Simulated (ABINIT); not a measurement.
A run of ABINIT 10.8.3 (patched build):

File run.abi:

```
pp_dirpath "./"
pseudos "Pb.upf, Te.upf"

acell 4.56932402 4.56932402 4.56932402 Angstrom
rprim
     0.0000000000     0.7071067812     0.7071067812
     0.7071067812     0.0000000000     0.7071067812
     0.7071067812     0.7071067812     0.0000000000
ntypat 2
znucl 82 52
natom 2
typat 1 2
xcart
     0.0000000000     0.0000000000     0.0000000000
     6.1057051087     6.1057051087     6.1057051087

ecut 34.0

kptopt 1
ngkpt 5 5 5
nshiftk 1
shiftk 0.0 0.0 0.0

ixc 11

nband 19
occopt 3
tsmear 0.05 eV

nstep 100
tolvrs 1.0e-10

iomode 3
prtwf 0
prtden 0
prteig 0
prtebands 0
enunit 1
```

Potentials or basis: PseudoDojo NC SR PBE v0.4.1 standard.

Run with:

```sh
$ abinit run.abi > log 2>&1
```

Hardware: 1 thread of Arm Neoverse V2, on a shared host.

How long does it take, and how much memory?

It took 24 s on 1 thread of Arm Neoverse V2, with other jobs on the host, peak memory 0.1 GiB. Counts: scf iterations 10, k points 10, bands 19, plane waves 4330.
